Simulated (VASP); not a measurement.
# CuO (P-6m2) in VASP: further runs, part 2 of 2

VASP 6.6.1. Earlier steps stand in the parts before.

**4. Relaxation of cell and atoms, r2SCAN+rVV10**

INCAR

```
SYSTEM = CuO
PREC = Accurate ; ENCUT = 600
EDIFF = 1E-6 ; ISMEAR = 0
SIGMA = 0.05 ; LREAL = .False.
LASPH = .True. ; NELM = 80
ALGO = Normal ; ISIF = 3
LWAVE = .False. ; LCHARG = .False.
METAGGA = R2SCAN ; LMIXTAU = .True.
LUSE_VDW = .True. ; IVDW_NL = 2
BPARAM = 11.95 ; CPARAM = 0.0093
IBRION = 2 ; NSW = 40
EDIFFG = -0.02
```

KPOINTS

```
regular mesh
0
Gamma
  11 11 10
  0 0 0
```

POSCAR

```
CuO
1.0
    2.8363251100      0.0000000000      0.0000000000
   -1.4181625500      2.4563296000      0.0000000000
    0.0000000000      0.0000000000      2.7681127800
Cu O
1 1
Direct
    0.0000000000      0.0000000000      0.0000000000
    0.6666666667      0.3333333333      0.5000000000
```

Run with:

```
> cat potpaw_PBE.64/Cu/POTCAR potpaw_PBE.64/O/POTCAR > POTCAR
> mpirun -np 1 vasp_std > vasp.out
```

Run time: 4.8 min. Hardware: 1 thread of Intel Xeon Platinum 8488C (Sapphire Rapids), shared host; peak memory 0.24 GiB.

The run converged. Its results:

| Item | Value |
| --- | --- |
| Free energy | -17.1001 eV |
| Relaxed volume | 9.23 Å³/atom |
| Relaxed cell | a = 2.834 Å, b = 2.834 Å, c = 2.654 Å, α = 90.00°, β = 90.00°, γ = 120.00° |
| Space group after relaxing (to 0.05 Å) | P-6m2 (No. 187) |
| Energy gained by relaxing | 23.0 meV/atom |
| Ionic steps | 5 |
| Pressure after relaxing | 0.0 GPa |
| Band gap on the k mesh | none (metal or under the smearing width) |

Stress tensor (GPa, compression positive):
```
 0.02  0.00  0.00
 0.00  0.02  0.00
 0.00  0.00 -0.12
```

Step by step:
```tsv
step	energy change (eV)	largest force (eV/Å)	pressure (GPa)	volume (Å³)
1	0.0000	0.0000	-9.10	19.29
2	-0.0294	0.0000	8.14	17.79
3	-0.0424	0.0000	1.26	18.30
4	-0.0457	0.0000	0.29	18.42
5	-0.0459	0.0000	-0.03	18.46
```

Final structure:
```
CELL_PARAMETERS angstrom
2.83426 0.00000 0.00000
-1.41713 2.45454 0.00000
0.00000 0.00000 2.65423
ATOMIC_POSITIONS crystal
Cu 0.00000 0.00000 0.00000
O 0.66667 0.33333 0.50000
```

Levels at points of the mesh, in eV from the Fermi level:
```csv
k point,band 7,band 8,band 9,band 10,band 11,band 12
"(0.00, 0.00, 0.00)",-1.79,-0.17,-0.17,1.77,16.48,17.11
"(0.00, 0.00, 0.50)",-1.55,-0.26,-0.26,8.27,8.30,22.20
```

Caveat: the PAW data sets were made with another functional, which shifts forces and pressure a little; an odd number of electrons without spin polarisation forces a metal; a magnetic or distorted state may lie lower; the run has no spin polarisation, though such a crystal can be magnetic; semilocal functionals often make such compounds metallic where correlation or magnetic order opens a gap, which also shifts bond lengths. With open d or f shells a metallic result of r2SCAN can be an artefact of self-interaction; +U or a hybrid may open a gap.

**5. Relaxation of the atoms, r2SCAN (atoms moved at random, drawn with an rms of 0.02 Å)**

run.py

```python
from ase.calculators.vasp import Vasp
from ase.io import read

atoms = read('POSCAR')
calc = Vasp(
    directory='calc',
    xc='r2scan',
    pp='PBE',
    setups='recommended',
    prec='Accurate',
    encut=520,
    ediff=1e-06,
    ismear=0,
    sigma=0.05,
    lreal=False,
    lasph=True,
    nelm=80,
    algo='Normal',
    isif=2,
    lwave=False,
    lcharg=False,
    lmixtau=True,
    ibrion=2,
    nsw=60,
    ediffg=-0.005,
    kpts=[8, 8, 7],
    gamma=True,
)
atoms.calc = calc

print('energy (eV):', atoms.get_potential_energy())
print('free energy (eV):', atoms.get_potential_energy(force_consistent=True))
print('forces (eV/A):')
print(atoms.get_forces())
print('stress (eV/A^3, Voigt):', atoms.get_stress())
print('Fermi level (eV):', calc.get_fermi_level())
print('cell (A, degrees):', atoms.cell.cellpar())
print('volume (A^3):', atoms.get_volume())
print('scaled positions:')
print(atoms.get_scaled_positions())
```

POSCAR

```
CuO
1.0
    2.8363251100      0.0000000000      0.0000000000
   -1.4181625500      2.4563296000      0.0000000000
    0.0000000000      0.0000000000      2.7681127800
Cu O
1 1
Direct
    0.0008520000      0.0035280000      0.0013280000
    0.6668720000      0.3319040000      0.5022770000
```

Run with:

```
> python run.py
```

It took 36 min on 1 thread of Intel Xeon Platinum 8488C (Sapphire Rapids), shared host; peak memory 0.22 GiB.

The run converged. Its results:

```yaml
Free_energy: -17.7320 eV
Energy_gained_by_relaxing: 120.8 meV/atom
Ionic_steps: 47
Pressure_after_relaxing: -1.2 GPa
Band_gap_on_the_k_mesh: none (metal or under the smearing width)
```

Stress tensor (GPa, compression positive):
```
 -6.35   0.00   0.00
  0.00  14.69   0.00
  0.00   0.00 -12.08
```

The path:
```tsv
step	energy change (eV)	largest force (eV/Å)	pressure (GPa)
1	0.0000	0.0623	-7.05
3	-0.0025	0.1454	-7.10
5	-0.0288	0.3128	-6.51
7	0.0444	2.3840	6.79
9	-0.0608	0.9519	-2.40
11	-0.0614	0.8646	-2.67
13	-0.0616	0.8776	-2.83
15	-0.0622	0.9264	-2.36
17	-0.0623	0.9644	-2.18
19	-0.0640	0.9679	-2.25
21	-0.0717	0.9788	-1.94
23	-0.1036	1.0120	-1.40
25	-0.1979	0.8435	-0.28
27	-0.2276	0.4863	-0.82
29	-0.2375	0.1871	-1.43
31	-0.2395	0.0508	-1.44
33	-0.2399	0.0613	-1.40
35	-0.2404	0.0445	-1.34
37	-0.2411	0.0910	-1.17
39	-0.2412	0.0721	-1.28
41	-0.2415	0.0235	-1.32
43	-0.2415	0.0250	-1.19
45	-0.2416	0.0061	-1.24
47	-0.2416	0.0017	-1.25
```

Final structure:
```
Cu O
1.0
     2.83633    0.00000    0.00000
    -1.41816    2.45633    0.00000
     0.00000    0.00000    2.76811
Cu O
1 1
Direct
  0.08356 0.16714 0.00172
  0.58416 0.16830 0.50188
```

Levels at points of the mesh, in eV from the Fermi level:
```csv
k point,band 7,band 8,band 9,band 10,band 11,band 12
"(0.00, 0.00, 0.00)",-2.20,-1.82,-1.25,2.45,16.46,18.50
"(0.50, 0.00, 0.00)",-1.10,-0.18,1.68,6.10,10.24,13.86
"(0.00, 0.50, 0.00)",-2.27,-1.74,-1.58,7.82,8.10,16.86
"(0.50, 0.50, 0.00)",-1.10,-0.18,1.68,6.10,10.24,13.86
```

Caveat: the PAW data sets were made with another functional, which shifts forces and pressure a little; an odd number of electrons without spin polarisation forces a metal; a magnetic or distorted state may lie lower; the run has no spin polarisation, though such a crystal can be magnetic; semilocal functionals often make such compounds metallic where correlation or magnetic order opens a gap, which also shifts bond lengths.

**6. The runs side by side**

```csv
task,level,cell,k mesh,cutoff (eV),optimiser,gap on the mesh (eV),pressure (GPa),relaxed volume (Å³/atom)
relaxation of cell and atoms,r2SCAN,relaxed,11 × 11 × 10,600,-,none,0.0,9.32
relaxation of cell and atoms,revTPSS,relaxed,11 × 11 × 10,600,-,none,0.2,9.36
relaxation of cell and atoms,r2SCAN+rVV10,relaxed,11 × 11 × 10,600,-,none,0.0,9.23
relaxation of the atoms,r2SCAN,"atoms relaxed from: atoms moved at random, drawn with an rms of 0.02 Å",8 × 8 × 7,520,vasp,none,-1.2,-
```

Alike in all rows: potentials or basis VASP PAW PBE potentials, release 64 (Cu, O); no spin polarisation; smearing gaussian 0.05 eV.

Caveats: the PAW data sets were made with another functional, which shifts forces and pressure a little; an odd number of electrons without spin polarisation forces a metal; a magnetic or distorted state may lie lower; the run has no spin polarisation, though such a crystal can be magnetic; semilocal functionals often make such compounds metallic where correlation or magnetic order opens a gap, which also shifts bond lengths.

Total energies depend on the potentials used, so only differences within one code and one set of settings carry meaning.
